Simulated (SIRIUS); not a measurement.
# Au (Fm-3m) in SIRIUS: notebook, part 2 of 3

SIRIUS 7.12.0. The steps go on from the part before.

## (4) Equation of state, WC, 16.52 Å³/atom (volume scaled by 0.98)

The input, sirius.json:

```json
{
  "control": {
    "processing_unit": "cpu",
    "std_evp_solver_name": "lapack",
    "gen_evp_solver_name": "lapack",
    "verbosity": 2,
    "print_forces": false,
    "ortho_rf": true,
    "use_second_variation": true,
    "rmt_max": 3.0,
    "num_bands_to_print": 24,
    "save_wf": true
  },
  "parameters": {
    "electronic_structure_method": "full_potential_lapwlo",
    "xc_functionals": ["XC_GGA_X_WC", "XC_GGA_C_PBE"],
    "core_relativity": "dirac",
    "valence_relativity": "iora",
    "num_fv_states": 25,
    "smearing": "fermi_dirac",
    "smearing_width": 0.0018374661,
    "pw_cutoff": 20,
    "gk_cutoff": 3.51,
    "lmax_apw": 11,
    "lmax_rho": 8,
    "lmax_pot": 8,
    "num_mag_dims": 0,
    "auto_rmt": 0,
    "ngridk": [11, 11, 11],
    "shiftk": [0, 0, 0],
    "num_dft_iter": 80,
    "energy_tol": 1e-07,
    "density_tol": 1e-05,
    "use_symmetry": true
  },
  "settings": {"tol_ne": 1e-10},
  "iterative_solver": {"type": "exact"},
  "mixer": {"type": "anderson", "beta": 0.5, "max_history": 8},
  "unit_cell": {
    "lattice_vectors": [[0.0, 3.8197825393, 3.8197825393], [3.8197825393, 0.0, 3.8197825393], [3.8197825393, 3.8197825393, 0.0]],
    "atom_types": ["Au"],
    "atom_files": {"Au": "Au.json"},
    "atoms": {"Au": [[0.0, 0.0, 0.0]]}
  }
}
```

The input, Au.json:

```json
{
  "name": "gold",
  "symbol": "Au",
  "number": 79,
  "mass": 196.966569,
  "rmin": 1e-06,
  "rmt": 2.62,
  "nrmt": 800,
  "rinf": 13.44,
  "core": "1s2s2p3s3p3d4s4p4d",
  "valence": [
    {"basis": [{"enu": 0.15, "dme": 0, "n": 0, "auto": 0}, {"enu": 0.15, "dme": 1, "n": 0, "auto": 0}]},
    {"l": 0, "n": 1, "basis": [{"enu": 0.25, "dme": 0, "n": 0, "auto": 0}]},
    {"l": 1, "n": 2, "basis": [{"enu": 0.25, "dme": 0, "n": 0, "auto": 0}]},
    {"l": 2, "n": 3, "basis": [{"enu": 0.25, "dme": 0, "n": 0, "auto": 0}]},
    {"l": 3, "n": 4, "basis": [{"enu": 0.25, "dme": 0, "n": 0, "auto": 0}]},
    {"l": 4, "n": 5, "basis": [{"enu": 0.25, "dme": 0, "n": 0, "auto": 0}]}
  ],
  "lo": [
    {"l": 0, "basis": [{"enu": 0.25, "dme": 0, "n": 0, "auto": 0}, {"enu": 0.25, "dme": 1, "n": 0, "auto": 0}]},
    {
      "l": 0,
      "basis": [{"enu": -3.5044, "dme": 0, "n": 5, "auto": 1}, {"enu": -3.5044, "dme": 1, "n": 5, "auto": 1}]
    },
    {
      "l": 0,
      "basis": [{"enu": -3.5044, "dme": 1, "n": 5, "auto": 1}, {"enu": 0.25, "dme": 0, "n": 0, "auto": 0}]
    },
    {"l": 0, "basis": [{"enu": 0.25, "dme": 0, "n": 0, "auto": 0}, {"enu": 2.5809, "dme": 0, "n": 0, "auto": 0}]},
    {"l": 1, "basis": [{"enu": 0.25, "dme": 0, "n": 0, "auto": 0}, {"enu": 0.25, "dme": 1, "n": 0, "auto": 0}]},
    {
      "l": 1,
      "basis": [{"enu": -1.7279, "dme": 0, "n": 5, "auto": 1}, {"enu": -1.7279, "dme": 1, "n": 5, "auto": 1}]
    },
    {
      "l": 1,
      "basis": [{"enu": -1.7279, "dme": 1, "n": 5, "auto": 1}, {"enu": 0.25, "dme": 0, "n": 0, "auto": 0}]
    },
    {"l": 1, "basis": [{"enu": 0.25, "dme": 0, "n": 0, "auto": 0}, {"enu": 2.9305, "dme": 0, "n": 0, "auto": 0}]},
    {"l": 2, "basis": [{"enu": 0.25, "dme": 0, "n": 0, "auto": 0}, {"enu": 0.25, "dme": 1, "n": 0, "auto": 0}]},
    {"l": 2, "basis": [{"enu": 0.25, "dme": 1, "n": 0, "auto": 0}, {"enu": 0.25, "dme": 2, "n": 0, "auto": 0}]},
    {"l": 2, "basis": [{"enu": 0.25, "dme": 0, "n": 0, "auto": 0}, {"enu": 2.5226, "dme": 0, "n": 0, "auto": 0}]},
    {"l": 3, "basis": [{"enu": 0.25, "dme": 0, "n": 0, "auto": 0}, {"enu": 0.25, "dme": 1, "n": 0, "auto": 0}]},
    {
      "l": 3,
      "basis": [{"enu": -2.5391, "dme": 0, "n": 4, "auto": 1}, {"enu": -2.5391, "dme": 1, "n": 4, "auto": 1}]
    },
    {
      "l": 3,
      "basis": [{"enu": -2.5391, "dme": 1, "n": 4, "auto": 1}, {"enu": 0.25, "dme": 0, "n": 0, "auto": 0}]
    },
    {"l": 3, "basis": [{"enu": 0.25, "dme": 0, "n": 0, "auto": 0}, {"enu": 3.6298, "dme": 0, "n": 0, "auto": 0}]},
    {"l": 4, "basis": [{"enu": 0.25, "dme": 0, "n": 0, "auto": 0}, {"enu": 0.25, "dme": 1, "n": 0, "auto": 0}]},
    {"l": 4, "basis": [{"enu": 0.25, "dme": 0, "n": 0, "auto": 0}, {"enu": 3.047, "dme": 0, "n": 0, "auto": 0}]}
  ],
  "free_atom": [... radial grid and density of the free atom, the start of the SCF ...]
}
```

The input, sirius_start.json:

```json
{
  "control": {
    "processing_unit": "cpu",
    "std_evp_solver_name": "lapack",
    "gen_evp_solver_name": "lapack",
    "verbosity": 1,
    "print_forces": false,
    "ortho_rf": true,
    "use_second_variation": true,
    "rmt_max": 3.0,
    "num_bands_to_print": 24,
    "save_wf": false
  },
  "parameters": {
    "electronic_structure_method": "full_potential_lapwlo",
    "xc_functionals": ["XC_LDA_X", "XC_LDA_C_PW"],
    "core_relativity": "dirac",
    "valence_relativity": "iora",
    "num_fv_states": 25,
    "smearing": "fermi_dirac",
    "smearing_width": 0.0055123983,
    "pw_cutoff": 20,
    "gk_cutoff": 2.81,
    "lmax_apw": 11,
    "lmax_rho": 8,
    "lmax_pot": 8,
    "num_mag_dims": 0,
    "auto_rmt": 0,
    "ngridk": [4, 4, 4],
    "shiftk": [0, 0, 0],
    "num_dft_iter": 30,
    "energy_tol": 0.01,
    "density_tol": 0.05,
    "use_symmetry": true
  },
  "settings": {"tol_ne": 1e-10},
  "iterative_solver": {"type": "exact"},
  "mixer": {"type": "anderson", "beta": 0.5, "max_history": 8},
  "unit_cell": {
    "lattice_vectors": [[0.0, 3.8197825393, 3.8197825393], [3.8197825393, 0.0, 3.8197825393], [3.8197825393, 3.8197825393, 0.0]],
    "atom_types": ["Au"],
    "atom_files": {"Au": "Au.json"},
    "atoms": {"Au": [[0.0, 0.0, 0.0]]}
  }
}
```

The run is started by

```console
$ OMP_NUM_THREADS=1 sirius.scf --input=sirius_start.json --output=start.json
$ OMP_NUM_THREADS=1 sirius.scf --input=sirius.json --output=output.json --task=1
```

Wall time 62 s (1 thread of Arm Neoverse N1, shared host); peak memory 0.34 GiB.

Results (log left out):

```yaml
Free_energy: -518286.6654 eV
Band_gap_on_the_k_mesh: none (metal or under the smearing width)
All_electrons_inside_the_program's_atomic_spheres: Au 77.88 (radii Au 2.62 bohr)
```

## (5) Equation of state, WC, 16.85 Å³/atom

sirius.json, as its differences from that of step 4:

```diff
@@ -39,3 +39,3 @@
   "unit_cell": {
-    "lattice_vectors": [[0.0, 3.8197825393, 3.8197825393], [3.8197825393, 0.0, 3.8197825393], [3.8197825393, 3.8197825393, 0.0]],
+    "lattice_vectors": [[0.0, 3.8455926636, 3.8455926636], [3.8455926636, 0.0, 3.8455926636], [3.8455926636, 3.8455926636, 0.0]],
     "atom_types": ["Au"],
```

The input, Au.json:

```json
{
  "name": "gold",
  "symbol": "Au",
  "number": 79,
  "mass": 196.966569,
  "rmin": 1e-06,
  "rmt": 2.62,
  "nrmt": 800,
  "rinf": 13.44,
  "core": "1s2s2p3s3p3d4s4p4d",
  "valence": [
    {"basis": [{"enu": 0.13, "dme": 0, "n": 0, "auto": 0}, {"enu": 0.13, "dme": 1, "n": 0, "auto": 0}]},
    {"l": 0, "n": 1, "basis": [{"enu": 0.23, "dme": 0, "n": 0, "auto": 0}]},
    {"l": 1, "n": 2, "basis": [{"enu": 0.23, "dme": 0, "n": 0, "auto": 0}]},
    {"l": 2, "n": 3, "basis": [{"enu": 0.23, "dme": 0, "n": 0, "auto": 0}]},
    {"l": 3, "n": 4, "basis": [{"enu": 0.23, "dme": 0, "n": 0, "auto": 0}]},
    {"l": 4, "n": 5, "basis": [{"enu": 0.23, "dme": 0, "n": 0, "auto": 0}]}
  ],
  "lo": [
    {"l": 0, "basis": [{"enu": 0.23, "dme": 0, "n": 0, "auto": 0}, {"enu": 0.23, "dme": 1, "n": 0, "auto": 0}]},
    {
      "l": 0,
      "basis": [{"enu": -3.5244, "dme": 0, "n": 5, "auto": 1}, {"enu": -3.5244, "dme": 1, "n": 5, "auto": 1}]
    },
    {
      "l": 0,
      "basis": [{"enu": -3.5244, "dme": 1, "n": 5, "auto": 1}, {"enu": 0.23, "dme": 0, "n": 0, "auto": 0}]
    },
    {"l": 0, "basis": [{"enu": 0.23, "dme": 0, "n": 0, "auto": 0}, {"enu": 2.5609, "dme": 0, "n": 0, "auto": 0}]},
    {"l": 1, "basis": [{"enu": 0.23, "dme": 0, "n": 0, "auto": 0}, {"enu": 0.23, "dme": 1, "n": 0, "auto": 0}]},
    {
      "l": 1,
      "basis": [{"enu": -1.7479, "dme": 0, "n": 5, "auto": 1}, {"enu": -1.7479, "dme": 1, "n": 5, "auto": 1}]
    },
    {
      "l": 1,
      "basis": [{"enu": -1.7479, "dme": 1, "n": 5, "auto": 1}, {"enu": 0.23, "dme": 0, "n": 0, "auto": 0}]
    },
    {"l": 1, "basis": [{"enu": 0.23, "dme": 0, "n": 0, "auto": 0}, {"enu": 2.9105, "dme": 0, "n": 0, "auto": 0}]},
    {"l": 2, "basis": [{"enu": 0.23, "dme": 0, "n": 0, "auto": 0}, {"enu": 0.23, "dme": 1, "n": 0, "auto": 0}]},
    {"l": 2, "basis": [{"enu": 0.23, "dme": 1, "n": 0, "auto": 0}, {"enu": 0.23, "dme": 2, "n": 0, "auto": 0}]},
    {"l": 2, "basis": [{"enu": 0.23, "dme": 0, "n": 0, "auto": 0}, {"enu": 2.5026, "dme": 0, "n": 0, "auto": 0}]},
    {"l": 3, "basis": [{"enu": 0.23, "dme": 0, "n": 0, "auto": 0}, {"enu": 0.23, "dme": 1, "n": 0, "auto": 0}]},
    {
      "l": 3,
      "basis": [{"enu": -2.5591, "dme": 0, "n": 4, "auto": 1}, {"enu": -2.5591, "dme": 1, "n": 4, "auto": 1}]
    },
    {
      "l": 3,
      "basis": [{"enu": -2.5591, "dme": 1, "n": 4, "auto": 1}, {"enu": 0.23, "dme": 0, "n": 0, "auto": 0}]
    },
    {"l": 3, "basis": [{"enu": 0.23, "dme": 0, "n": 0, "auto": 0}, {"enu": 3.6098, "dme": 0, "n": 0, "auto": 0}]},
    {"l": 4, "basis": [{"enu": 0.23, "dme": 0, "n": 0, "auto": 0}, {"enu": 0.23, "dme": 1, "n": 0, "auto": 0}]},
    {"l": 4, "basis": [{"enu": 0.23, "dme": 0, "n": 0, "auto": 0}, {"enu": 3.027, "dme": 0, "n": 0, "auto": 0}]}
  ],
  "free_atom": [... radial grid and density of the free atom, the start of the SCF ...]
}
```

sirius_start.json, as its differences from that of step 4:

```diff
@@ -39,3 +39,3 @@
   "unit_cell": {
-    "lattice_vectors": [[0.0, 3.8197825393, 3.8197825393], [3.8197825393, 0.0, 3.8197825393], [3.8197825393, 3.8197825393, 0.0]],
+    "lattice_vectors": [[0.0, 3.8455926636, 3.8455926636], [3.8455926636, 0.0, 3.8455926636], [3.8455926636, 3.8455926636, 0.0]],
     "atom_types": ["Au"],
```

The run is started by

```console
$ OMP_NUM_THREADS=1 sirius.scf --input=sirius_start.json --output=start.json
$ OMP_NUM_THREADS=1 sirius.scf --input=sirius.json --output=output.json --task=1
```

Run time: 63 s. Hardware: 1 thread of Arm Neoverse N1, shared host; peak memory 0.34 GiB.

It converged, with:

```
Free energy                                       : -518286.6761 eV
Band gap on the k mesh                            : none (metal or under the smearing width)
All electrons inside the program's atomic spheres : Au 77.84 (radii Au 2.62 bohr)
```

## (6) Equation of state, WC, 17.19 Å³/atom (volume scaled by 1.02)

sirius.json, as its differences from that of step 5:

```diff
@@ -39,3 +39,3 @@
   "unit_cell": {
-    "lattice_vectors": [[0.0, 3.8455926636, 3.8455926636], [3.8455926636, 0.0, 3.8455926636], [3.8455926636, 3.8455926636, 0.0]],
+    "lattice_vectors": [[0.0, 3.871060907, 3.871060907], [3.871060907, 0.0, 3.871060907], [3.871060907, 3.871060907, 0.0]],
     "atom_types": ["Au"],
```

The input, Au.json:

```json
{
  "name": "gold",
  "symbol": "Au",
  "number": 79,
  "mass": 196.966569,
  "rmin": 1e-06,
  "rmt": 2.62,
  "nrmt": 800,
  "rinf": 13.44,
  "core": "1s2s2p3s3p3d4s4p4d",
  "valence": [
    {"basis": [{"enu": 0.12, "dme": 0, "n": 0, "auto": 0}, {"enu": 0.12, "dme": 1, "n": 0, "auto": 0}]},
    {"l": 0, "n": 1, "basis": [{"enu": 0.22, "dme": 0, "n": 0, "auto": 0}]},
    {"l": 1, "n": 2, "basis": [{"enu": 0.22, "dme": 0, "n": 0, "auto": 0}]},
    {"l": 2, "n": 3, "basis": [{"enu": 0.22, "dme": 0, "n": 0, "auto": 0}]},
    {"l": 3, "n": 4, "basis": [{"enu": 0.22, "dme": 0, "n": 0, "auto": 0}]},
    {"l": 4, "n": 5, "basis": [{"enu": 0.22, "dme": 0, "n": 0, "auto": 0}]}
  ],
  "lo": [
    {"l": 0, "basis": [{"enu": 0.22, "dme": 0, "n": 0, "auto": 0}, {"enu": 0.22, "dme": 1, "n": 0, "auto": 0}]},
    {
      "l": 0,
      "basis": [{"enu": -3.5344, "dme": 0, "n": 5, "auto": 1}, {"enu": -3.5344, "dme": 1, "n": 5, "auto": 1}]
    },
    {
      "l": 0,
      "basis": [{"enu": -3.5344, "dme": 1, "n": 5, "auto": 1}, {"enu": 0.22, "dme": 0, "n": 0, "auto": 0}]
    },
    {"l": 0, "basis": [{"enu": 0.22, "dme": 0, "n": 0, "auto": 0}, {"enu": 2.5509, "dme": 0, "n": 0, "auto": 0}]},
    {"l": 1, "basis": [{"enu": 0.22, "dme": 0, "n": 0, "auto": 0}, {"enu": 0.22, "dme": 1, "n": 0, "auto": 0}]},
    {
      "l": 1,
      "basis": [{"enu": -1.7579, "dme": 0, "n": 5, "auto": 1}, {"enu": -1.7579, "dme": 1, "n": 5, "auto": 1}]
    },
    {
      "l": 1,
      "basis": [{"enu": -1.7579, "dme": 1, "n": 5, "auto": 1}, {"enu": 0.22, "dme": 0, "n": 0, "auto": 0}]
    },
    {"l": 1, "basis": [{"enu": 0.22, "dme": 0, "n": 0, "auto": 0}, {"enu": 2.9005, "dme": 0, "n": 0, "auto": 0}]},
    {"l": 2, "basis": [{"enu": 0.22, "dme": 0, "n": 0, "auto": 0}, {"enu": 0.22, "dme": 1, "n": 0, "auto": 0}]},
    {"l": 2, "basis": [{"enu": 0.22, "dme": 1, "n": 0, "auto": 0}, {"enu": 0.22, "dme": 2, "n": 0, "auto": 0}]},
    {"l": 2, "basis": [{"enu": 0.22, "dme": 0, "n": 0, "auto": 0}, {"enu": 2.4926, "dme": 0, "n": 0, "auto": 0}]},
    {"l": 3, "basis": [{"enu": 0.22, "dme": 0, "n": 0, "auto": 0}, {"enu": 0.22, "dme": 1, "n": 0, "auto": 0}]},
    {
      "l": 3,
      "basis": [{"enu": -2.5691, "dme": 0, "n": 4, "auto": 1}, {"enu": -2.5691, "dme": 1, "n": 4, "auto": 1}]
    },
    {
      "l": 3,
      "basis": [{"enu": -2.5691, "dme": 1, "n": 4, "auto": 1}, {"enu": 0.22, "dme": 0, "n": 0, "auto": 0}]
    },
    {"l": 3, "basis": [{"enu": 0.22, "dme": 0, "n": 0, "auto": 0}, {"enu": 3.5998, "dme": 0, "n": 0, "auto": 0}]},
    {"l": 4, "basis": [{"enu": 0.22, "dme": 0, "n": 0, "auto": 0}, {"enu": 0.22, "dme": 1, "n": 0, "auto": 0}]},
    {"l": 4, "basis": [{"enu": 0.22, "dme": 0, "n": 0, "auto": 0}, {"enu": 3.017, "dme": 0, "n": 0, "auto": 0}]}
  ],
  "free_atom": [... radial grid and density of the free atom, the start of the SCF ...]
}
```

sirius_start.json, as its differences from that of step 5:

```diff
@@ -39,3 +39,3 @@
   "unit_cell": {
-    "lattice_vectors": [[0.0, 3.8455926636, 3.8455926636], [3.8455926636, 0.0, 3.8455926636], [3.8455926636, 3.8455926636, 0.0]],
+    "lattice_vectors": [[0.0, 3.871060907, 3.871060907], [3.871060907, 0.0, 3.871060907], [3.871060907, 3.871060907, 0.0]],
     "atom_types": ["Au"],
```

Potentials or basis: all-electron FP-LAPW, apw+lo standard.

The run is started by

```console
$ OMP_NUM_THREADS=1 sirius.scf --input=sirius_start.json --output=start.json
$ OMP_NUM_THREADS=1 sirius.scf --input=sirius.json --output=output.json --task=1
```

Wall time 77 s (1 thread of Arm Neoverse N1, shared host); peak memory 0.34 GiB.

Results (log left out):

| Item | Value |
| --- | --- |
| Free energy | -518286.6787 eV |
| Band gap on the k mesh | none (metal or under the smearing width) |
| All electrons inside the program's atomic spheres | Au 77.81 (radii Au 2.62 bohr) |

## (7) Equation of state, WC, 17.53 Å³/atom (volume scaled by 1.04)

sirius.json, as its differences from that of step 6:

```diff
@@ -39,3 +39,3 @@
   "unit_cell": {
-    "lattice_vectors": [[0.0, 3.871060907, 3.871060907], [3.871060907, 0.0, 3.871060907], [3.871060907, 3.871060907, 0.0]],
+    "lattice_vectors": [[0.0, 3.8961983705, 3.8961983705], [3.8961983705, 0.0, 3.8961983705], [3.8961983705, 3.8961983705, 0.0]],
     "atom_types": ["Au"],
```

The input, Au.json:

```json
{
  "name": "gold",
  "symbol": "Au",
  "number": 79,
  "mass": 196.966569,
  "rmin": 1e-06,
  "rmt": 2.62,
  "nrmt": 800,
  "rinf": 13.44,
  "core": "1s2s2p3s3p3d4s4p4d",
  "valence": [
    {"basis": [{"enu": 0.11, "dme": 0, "n": 0, "auto": 0}, {"enu": 0.11, "dme": 1, "n": 0, "auto": 0}]},
    {"l": 0, "n": 1, "basis": [{"enu": 0.21, "dme": 0, "n": 0, "auto": 0}]},
    {"l": 1, "n": 2, "basis": [{"enu": 0.21, "dme": 0, "n": 0, "auto": 0}]},
    {"l": 2, "n": 3, "basis": [{"enu": 0.21, "dme": 0, "n": 0, "auto": 0}]},
    {"l": 3, "n": 4, "basis": [{"enu": 0.21, "dme": 0, "n": 0, "auto": 0}]},
    {"l": 4, "n": 5, "basis": [{"enu": 0.21, "dme": 0, "n": 0, "auto": 0}]}
  ],
  "lo": [
    {"l": 0, "basis": [{"enu": 0.21, "dme": 0, "n": 0, "auto": 0}, {"enu": 0.21, "dme": 1, "n": 0, "auto": 0}]},
    {
      "l": 0,
      "basis": [{"enu": -3.5444, "dme": 0, "n": 5, "auto": 1}, {"enu": -3.5444, "dme": 1, "n": 5, "auto": 1}]
    },
    {
      "l": 0,
      "basis": [{"enu": -3.5444, "dme": 1, "n": 5, "auto": 1}, {"enu": 0.21, "dme": 0, "n": 0, "auto": 0}]
    },
    {"l": 0, "basis": [{"enu": 0.21, "dme": 0, "n": 0, "auto": 0}, {"enu": 2.5409, "dme": 0, "n": 0, "auto": 0}]},
    {"l": 1, "basis": [{"enu": 0.21, "dme": 0, "n": 0, "auto": 0}, {"enu": 0.21, "dme": 1, "n": 0, "auto": 0}]},
    {
      "l": 1,
      "basis": [{"enu": -1.7679, "dme": 0, "n": 5, "auto": 1}, {"enu": -1.7679, "dme": 1, "n": 5, "auto": 1}]
    },
    {
      "l": 1,
      "basis": [{"enu": -1.7679, "dme": 1, "n": 5, "auto": 1}, {"enu": 0.21, "dme": 0, "n": 0, "auto": 0}]
    },
    {"l": 1, "basis": [{"enu": 0.21, "dme": 0, "n": 0, "auto": 0}, {"enu": 2.8905, "dme": 0, "n": 0, "auto": 0}]},
    {"l": 2, "basis": [{"enu": 0.21, "dme": 0, "n": 0, "auto": 0}, {"enu": 0.21, "dme": 1, "n": 0, "auto": 0}]},
    {"l": 2, "basis": [{"enu": 0.21, "dme": 1, "n": 0, "auto": 0}, {"enu": 0.21, "dme": 2, "n": 0, "auto": 0}]},
    {"l": 2, "basis": [{"enu": 0.21, "dme": 0, "n": 0, "auto": 0}, {"enu": 2.4826, "dme": 0, "n": 0, "auto": 0}]},
    {"l": 3, "basis": [{"enu": 0.21, "dme": 0, "n": 0, "auto": 0}, {"enu": 0.21, "dme": 1, "n": 0, "auto": 0}]},
    {
      "l": 3,
      "basis": [{"enu": -2.5791, "dme": 0, "n": 4, "auto": 1}, {"enu": -2.5791, "dme": 1, "n": 4, "auto": 1}]
    },
    {
      "l": 3,
      "basis": [{"enu": -2.5791, "dme": 1, "n": 4, "auto": 1}, {"enu": 0.21, "dme": 0, "n": 0, "auto": 0}]
    },
    {"l": 3, "basis": [{"enu": 0.21, "dme": 0, "n": 0, "auto": 0}, {"enu": 3.5898, "dme": 0, "n": 0, "auto": 0}]},
    {"l": 4, "basis": [{"enu": 0.21, "dme": 0, "n": 0, "auto": 0}, {"enu": 0.21, "dme": 1, "n": 0, "auto": 0}]},
    {"l": 4, "basis": [{"enu": 0.21, "dme": 0, "n": 0, "auto": 0}, {"enu": 3.007, "dme": 0, "n": 0, "auto": 0}]}
  ],
  "free_atom": [... radial grid and density of the free atom, the start of the SCF ...]
}
```

sirius_start.json, as its differences from that of step 6:

```diff
@@ -39,3 +39,3 @@
   "unit_cell": {
-    "lattice_vectors": [[0.0, 3.871060907, 3.871060907], [3.871060907, 0.0, 3.871060907], [3.871060907, 3.871060907, 0.0]],
+    "lattice_vectors": [[0.0, 3.8961983705, 3.8961983705], [3.8961983705, 0.0, 3.8961983705], [3.8961983705, 3.8961983705, 0.0]],
     "atom_types": ["Au"],
```

The run is started by

```console
$ OMP_NUM_THREADS=1 sirius.scf --input=sirius_start.json --output=start.json
$ OMP_NUM_THREADS=1 sirius.scf --input=sirius.json --output=output.json --task=1
```

Run time: 77 s. Hardware: 1 thread of Arm Neoverse N1, shared host; peak memory 0.34 GiB.

It converged, with:

```
Free energy                                       : -518286.6743 eV
Band gap on the k mesh                            : none (metal or under the smearing width)
All electrons inside the program's atomic spheres : Au 77.78 (radii Au 2.62 bohr)
```

(Continued in part 3 of 3.)
